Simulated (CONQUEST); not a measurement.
ZnS under changes of volume

One of the cells (19.727 Å³/atom); the others are scaled copies at fixed shape and fractional positions:

```xyz
4
Lattice="3.8212 0.0000 0.0000 0.0000 3.8212 0.0000 0.0000 0.0000 5.4040" Properties=species:S:1:pos:R:3 pbc="T T T"
Zn    0.0000    1.9106    1.3510
Zn    1.9106    0.0000    4.0530
S     0.0000    0.0000    0.0000
S     1.9106    1.9106    2.7020
```

| Item | Value |
| --- | --- |
| Program | CONQUEST 1.3 |
| Functional | PBEsol |
| Potentials or basis | PseudoDojo NC PBEsol, DZP, grid of 36 × 36 × 60 points |
| k mesh | 7 × 7 × 5 |
| Occupations | fermi-dirac, width 0.05 eV |
| Spin | no spin polarisation |

```tsv
volume (Å³/atom)	energy over the lowest point (meV/atom)	pressure (GPa)	gap on the mesh (eV)
18.543	?	?	?
18.938	10.46	3.8	2.44
19.332	3.28	2.1	2.33
19.727	0.00	0.6	2.22
20.121	0.69	-1.1	2.11
20.516	4.89	-2.3	2.01
20.910	11.99	-3.4	1.92
```

Question: What does the run at 18.543 Å³/atom give?

Answer: Energy over the lowest point 21.90 meV/atom; pressure 5.5 GPa; gap on the mesh 2.56 eV.

Worked out: A Birch-Murnaghan fit of order 3 (a polynomial in V^(-2/3)) to the other rows has its minimum at 19.85 Å³/atom with B0 = V·E''(V) = 75 GPa and B' = 3.9. It gives 22.39 meV/atom at 18.543 Å³/atom, against the run's 21.90, and -dE/dV = 5.8 GPa, against 5.5. A straight line through the other rows of the gap, of slope -5.29 eV per unit of ln V, extrapolates to 2.55 eV, against the run's 2.56.

Energies are extrapolated to zero smearing.

Caveats: an odd mesh through Γ misses points on the zone boundary, where band edges often lie; the basis of atomic orbitals isn't converged, which shifts pressures, moduli and gaps; the real-space grid breaks the cell's symmetry a little (some runs).
